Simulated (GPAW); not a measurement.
Here is a GPAW 26.7.0 calculation.

run.py

```python
from ase.dft.bandgap import bandgap
from ase.io import read, write
from ase.units import GPa
from gpaw import GPAW, PW, setup_paths

setup_paths.insert(0, '.')

atoms = read('POSCAR')

calc = GPAW(mode=PW(450),
            xc='LDA',
            kpts={'size': (6, 6, 6), 'gamma': True},
            occupations={'name': 'fermi-dirac', 'width': 0.01},
            setups={'Hg': 'jth', 'Se': 'jth'},
            nbands=-9,
            convergence={'density': 1e-05, 'energy': 1e-05},
            maxiter=150,
            txt='gpaw.txt')
atoms.calc = calc
energy = atoms.get_potential_energy()
forces = atoms.get_forces()
stress = atoms.get_stress()
calc.write('gs.gpw')
write('result.traj', atoms)
print(f'Energy: {energy:.6f} eV')
print('Forces (eV/A):')
print(forces.round(4))
print('Stress (GPa):', (stress / GPa).round(3))
print('Fermi level:', round(calc.get_fermi_level(), 4), 'eV')
print(f'Gap: {bandgap(calc)[0]:.4f} eV, direct: {bandgap(calc, direct=True)[0]:.4f} eV')
```

File POSCAR:

```
HgSe
1.0
    0.0000000000      3.0390000000      3.0390000000
    3.0390000000      0.0000000000      3.0390000000
    3.0390000000      3.0390000000      0.0000000000
Hg Se
1 1
Direct
    0.0000000000      0.0000000000      0.0000000000
    0.7500000000      0.7500000000      0.7500000000
```

Potentials or basis: JTH PAW 2.0, LDA, pw.

Run with:

```bash
$ OMP_NUM_THREADS=1 python run.py
```

**Question.** Estimate the band gap on the k mesh.

**Answer.** None (metal or under the smearing width).

**Question.** Predict the pressure.

**Answer.** -0.2 GPa.

Caveat: the cutoff is short for stress and forces, so pressures can be off by a GPa or more; the program truncates these outside data sets. Spin-orbit coupling is left out, which matters for the levels of Hg.
